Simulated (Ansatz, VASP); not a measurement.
# In2Se3 in two plane-wave programs

Aim: how closely do two programs agree when they are given the same cell, functional and k mesh? The cell is taken from a series of runs on this material, whose earlier steps may have relaxed, scaled, displaced or heated it; both programs get it as it stands.

Main program and level: Ansatz 0.2.0; plane waves, with VASP 6.6.1 beside it; single point at HSE06.

## (1) The structure

The cell holds 10 atoms: 6 Se and 4 In. Cell: a = 3.896 Å, b = 3.909 Å, c = 54.300 Å, α = 90.0°, β = 90.0°, γ = 118.8°. It derives from In2Se3. Vacuum lies along c.

## (2) VASP: single point, HSE06

With cell and atoms fixed, the geometry can't cause a difference; cores, projectors, grids and the points listed under the comparison can.

Lines of VASP's logs that name or quote its potential files are left out, and so is its time.

The run reads the wave functions of an earlier VASP run, which isn't shown here.

File INCAR:

```
SYSTEM = In2Se3
PREC = Accurate
ENCUT = 400
EDIFF = 1E-06
NELM = 100
ISMEAR = 0
SIGMA = 0.01
LREAL = .FALSE.
ALGO = Normal
LHFCALC = .TRUE.
AEXX = 0.25
GGA = PE
HFSCREEN = 0.208
LASPH = .TRUE.
NBANDS = 54
PRECFOCK = Fast
LORBIT = 11
LWAVE = .FALSE.
LCHARG = .FALSE.
ISIF = 2
LDIPOL = .TRUE.
IDIPOL = 3
DIPOL = 0.5 0.5 0.5
LVHAR = .TRUE.
```

File POSCAR:

```
In2Se3
1.0
    3.8955164096      0.0376661801      0.0000000000
   -1.9167000955      3.4064032731      0.0000000000
    0.0000000000      0.0000000000     54.3000000000
Se In
6 4
Direct
    0.3207662934      0.6542874151      0.3566477650
    0.0890220132      0.0990369530      0.4157708563
    0.6497380945      0.3256275592      0.4746195177
    0.3638558735      0.6879247368      0.5253804823
    0.9245719548      0.9145153430      0.5842291437
    0.6928276746      0.3592648809      0.6433522350
    0.6578105543      0.3089250314      0.3812541696
    0.3082130884      0.6664677093      0.4500612177
    0.7053808796      0.3470845867      0.5499387823
    0.3557834137      0.7046272646      0.6187458304
```

File KPOINTS:

```
Automatic mesh
0
Gamma
3 3 1
0 0 0
```

Potentials, in the order of the species: Se and In_d (PBE family, release 64).

The run is started by

```bash
export OMP_NUM_THREADS=3
mpirun -np 1 vasp_std
```

Numbers of over 12 decimals in the logs are rounded to 6 here.

The log of the run:

```text
[banner, memory and clock lines left out]
running    1 mpi-ranks, on    1 nodes
 distrk:  each k-point on    1 cores,    1 groups
 distr:  one band on    1 cores,    1 groups
 Offloading initialized ...    1 GPUs detected
 POSCAR found type information on POSCAR SeIn
 POSCAR found :  2 types and      10 ions
 LDA part: xc-table for (Slater+PW92), standard interpolation
 found WAVECAR, reading the header
|                                                                             |
|           W    W    AA    RRRRR   N    N  II  N    N   GGGG   !!!           |
|           W    W   A  A   R    R  NN   N  II  NN   N  G    G  !!!           |
|           W    W  A    A  R    R  N N  N  II  N N  N  G       !!!           |
|           W WW W  AAAAAA  RRRRR   N  N N  II  N  N N  G  GGG   !            |
|           WW  WW  A    A  R   R   N   NN  II  N   NN  G    G                |
|           W    W  A    A  R    R  N    N  II  N    N   GGGG   !!!           |
|                                                                             |
|     One of the lattice vectors is very long (>50 A), but AMIN is rather     |
|     large. This can spoil convergence since charge sloshing might occur     |
|     along the long lattice vector. If problems with convergence are         |
|     observed, try to decrease AMIN to a smaller value (e.g. 0.01).          |
|     Note: This warning only applies if the self-consistency cycle is        |
|     used.                                                                   |
|                                                                             |

 POSCAR, INCAR and KPOINTS ok, starting setup
 FFT: planning ... GRIDC
 FFT: planning ... GRID_SOFT
 FFT: planning ... GRID
 reading WAVECAR
 the WAVECAR file was read successfully
 initial charge from wavefunction
 entering main loop
       N       E                     dE             d eps       ncg     rms          rms(c)
DAV:   1    -0.432535808669E+02   -0.43254E+02   -0.24195E+00   736   0.114E+01    0.652E+00
DAV:   2    -0.432960706398E+02   -0.42490E-01   -0.25295E-01   590   0.212E+00    0.607E+00
DAV:   3    -0.432890422369E+02    0.70284E-02   -0.27082E-02   756   0.852E-01    0.520E+00
DAV:   4    -0.432870971831E+02    0.19451E-02   -0.53559E-03   720   0.377E-01    0.329E+00
DAV:   5    -0.432864884039E+02    0.60878E-03   -0.73079E-04   666   0.188E-01    0.202E+00
DAV:   6    -0.432862657954E+02    0.22261E-03   -0.28295E-04   696   0.975E-02    0.122E+00
DAV:   7    -0.432862158300E+02    0.49965E-04   -0.97597E-05   672   0.497E-02    0.735E-01
DAV:   8    -0.432862063262E+02    0.95038E-05   -0.13306E-05   600   0.226E-02    0.442E-01
DAV:   9    -0.432862113148E+02   -0.49885E-05   -0.72919E-06   560   0.150E-02    0.267E-01
DAV:  10    -0.432862216791E+02   -0.10364E-04   -0.35146E-06   552   0.981E-03    0.162E-01
DAV:  11    -0.432862321241E+02   -0.10445E-04   -0.13501E-06   456   0.682E-03    0.975E-02
DAV:  12    -0.432862415215E+02   -0.93974E-05   -0.70618E-07   426   0.613E-03    0.588E-02
DAV:  13    -0.432862499412E+02   -0.84197E-05   -0.66025E-07   426   0.475E-03    0.356E-02
DAV:  14    -0.432862571554E+02   -0.72142E-05   -0.44948E-07   410   0.410E-03    0.217E-02
[...]
DAV:  21    -0.432862867642E+02   -0.26526E-05   -0.14086E-07   378   0.179E-03    0.181E-03
DAV:  22    -0.432862890064E+02   -0.22422E-05   -0.12515E-07   386   0.165E-03    0.162E-03
DAV:  23    -0.432862910372E+02   -0.20309E-05   -0.10998E-07   378   0.150E-03    0.150E-03
DAV:  24    -0.432862927955E+02   -0.17583E-05   -0.94871E-08   370   0.135E-03    0.141E-03
DAV:  25    -0.432862942474E+02   -0.14519E-05   -0.84763E-08   378   0.128E-03    0.134E-03
DAV:  26    -0.432862956096E+02   -0.13622E-05   -0.75719E-08   370   0.119E-03    0.129E-03
DAV:  27    -0.432862967269E+02   -0.11173E-05   -0.67371E-08   370   0.113E-03    0.124E-03
DAV:  28    -0.432862976552E+02   -0.92828E-06   -0.58902E-08   364   0.105E-03
   1 F= -.43286298E+02 E0= -.43286298E+02  d E =-.354593E-15
```

From OUTCAR (step 2):

```text
ion  position               nearest neighbor table
   1  0.321  0.654  0.357-   7 2.61   7 2.63   7 2.65
   2  0.089  0.099  0.416-   8 2.70   7 2.71   7 2.89   8 2.91   8 3.26   7 3.30
   3  0.650  0.326  0.475-   8 2.62   8 2.62   8 2.65
   4  0.364  0.688  0.525-   9 2.62   9 2.62   9 2.65
   5  0.925  0.915  0.584-   9 2.70  10 2.71  10 2.89   9 2.91   9 3.26  10 3.30
   6  0.693  0.359  0.643-  10 2.61  10 2.63  10 2.65
   7  0.658  0.309  0.381-   1 2.61   1 2.63   1 2.65   2 2.71   2 2.89   2 3.30
   8  0.308  0.666  0.450-   3 2.62   3 2.62   3 2.65   2 2.70   2 2.91   2 3.26
   9  0.705  0.347  0.550-   4 2.62   4 2.62   4 2.65   5 2.70   5 2.91   5 3.26
  10  0.356  0.705  0.619-   6 2.61   6 2.63   6 2.65   5 2.71   5 2.89   5 3.30

  LATTYP: Found a simple monoclinic cell.
 ALAT       =     3.8956985046
 B/A-ratio  =    13.9384503026
 C/A-ratio  =     1.0033172632
 COS(beta)  =    -0.4819282508

 Subroutine GETGRP returns: Found  2 space group operations
 (whereof  1 operations were pure point group operations)

The static configuration has the point symmetry C_1 .
 The point group associated with its full space group is S_2 .

 Found      5 irreducible k-points:

   k-points           NKPTS =      5   k-points in BZ     NKDIM =      9   number of bands    NBANDS=     54

   dimension x,y,z NGX =    28 NGY =   28 NGZ =  360
   dimension x,y,z NGXF=    56 NGYF=   56 NGZF=  720

   ENCUT  =  400.0 eV  29.40 Ry    5.42 a.u.   6.35  6.37 88.55*2*pi/ulx,y,z

   NELECT =      88.0000    total number of electrons

 k-points in reciprocal lattice and weights: Automatic mesh
   0.00000000  0.00000000  0.00000000       0.111
   0.33333333  0.00000000  0.00000000       0.222
   0.00000000  0.33333333  0.00000000       0.222
   0.33333333  0.33333333  0.00000000       0.222
  -0.33333333  0.33333333  0.00000000       0.222

  exchange ACFDT corr.  =         0.00000000  see jH, gK, PRB 81, 115126

 dipolmoment           0.000000      0.000000     -0.000001 electrons x Angstroem

 average (electrostatic) potential at core
       1 -55.9392       2 -56.2758       3 -56.0172       4 -56.0172       5 -56.2758
       6 -55.9392       7 -97.1095       8 -97.1263       9 -97.1263      10 -97.1095

 E-fermi :  -2.8526

 k-point     1 :       0.0000    0.0000    0.0000
  band No.  band energies     occupation
    ...
     40      -3.2132      2.00000
     41      -3.1949      2.00000
     42      -2.9910      2.00000
     43      -2.9891      2.00000
     44      -2.9057      2.00000
     45      -0.8978      0.00000
     46      -0.1946      0.00000
     47       0.7251      0.00000
     48       1.0686      0.00000
     49       1.2155      0.00000
    ...

 k-point     2 :       0.3333    0.0000    0.0000
  band No.  band energies     occupation
    ...
     40      -4.0797      2.00000
     41      -3.7209      2.00000
     42      -3.5278      2.00000
     43      -3.2489      2.00000
     44      -3.2192      2.00000
     45      -0.9890      0.00000
     46      -0.7263      0.00000
     47       0.7425      0.00000
     48       1.0217      0.00000
     49       1.7844      0.00000
    ...

 k-point     3 :       0.0000    0.3333    0.0000
  band No.  band energies     occupation
    ...
     40      -4.0261      2.00000
     41      -3.8640      2.00000
     42      -3.3510      2.00000
     43      -3.2635      2.00000
     44      -3.0566      2.00000
     45      -0.9571      0.00000
     46      -0.7496      0.00000
     47       0.7247      0.00000
     48       1.0881      0.00000
     49       1.8965      0.00000
    ...

  Total        6.8793619      6.7636975      2.1917144     -0.1582136     -0.1954263      0.1921365
  in kB       15.2139297     14.9581342      4.8470466     -0.3498945     -0.4321916      0.4249160
  external PRESSURE =      11.6730368 kB  Pullay stress =       0.0000000 kB

  energy-cutoff  :      400.00
  volume of cell :      724.46
      direct lattice vectors                 reciprocal lattice vectors
     3.895516410  0.037666180  0.000000000     0.255316308  0.143660263 -0.000000000
    -1.916700095  3.406403273  0.000000000    -0.002823151  0.291976254  0.000000000
     0.000000000  0.000000000 54.300000000     0.000000000 -0.000000000  0.018416206

 POSITION                                       TOTAL-FORCE (eV/Angst)
 -----------------------------------------------------------------------------------
     -0.00452      2.24085     19.36597        -0.030624     -0.008222      0.039995
      0.15696      0.34071     22.57636         0.115027      0.230494     -0.012964
      1.90694      1.13369     25.77184         0.026087     -0.024111     -0.242937
      0.09886      2.35705     28.52816        -0.026087      0.024111      0.242937
      1.84883      3.15003     31.72364        -0.115027     -0.230494      0.012964
      2.01032      1.24990     34.93403         0.030624      0.008222     -0.039995
      1.97040      1.07710     20.70210        -0.041927     -0.094278     -0.229909
     -0.07677      2.28187     24.43832        -0.055228     -0.091812      0.147755
      2.08257      1.20888     29.86168         0.055228      0.091812     -0.147755
      0.03540      2.41365     33.59790         0.041927      0.094278      0.229909
 -----------------------------------------------------------------------------------
    total drift:                               -0.000003     -0.000133     -0.000050

  FREE ENERGIE OF THE ION-ELECTRON SYSTEM (eV)
  ---------------------------------------------------
  free  energy   TOTEN  =       -43.2862976552 eV

  energy  without entropy=      -43.2862976552  energy(sigma->0) =      -43.28629766

 vacuum level on the upper side and lower side of the slab         3.559         3.559

 total charge
# of ion       s       p       d       tot
------------------------------------------
    1        1.477   2.422   0.023   3.922
    2        1.470   2.447   0.021   3.937
    3        1.483   2.417   0.025   3.925
    4        1.483   2.417   0.025   3.925
    5        1.470   2.447   0.021   3.937
    6        1.477   2.422   0.023   3.922
    7        0.775   0.643   9.944  11.362
    8        0.778   0.644   9.944  11.366
    9        0.778   0.644   9.944  11.366
   10        0.775   0.643   9.944  11.362
--------------------------------------------------
tot         11.965  17.147  39.915  69.027

[... 2 further parts left out ...]
```

[end of part 1 of 2]

[Lines on the potential files, build, host, timing and source positions are cut from VASP's logs without a mark.]

[Logs are printed without paths, hosts, clocks, repeated set-up lines and the standing remarks that a program may print on its own settings, such as how far it seeks lower states.]

[Hosts, paths, dates, database ids (printed as entryN), source tags and the programs' standing remarks are cut or masked in the printed files.]
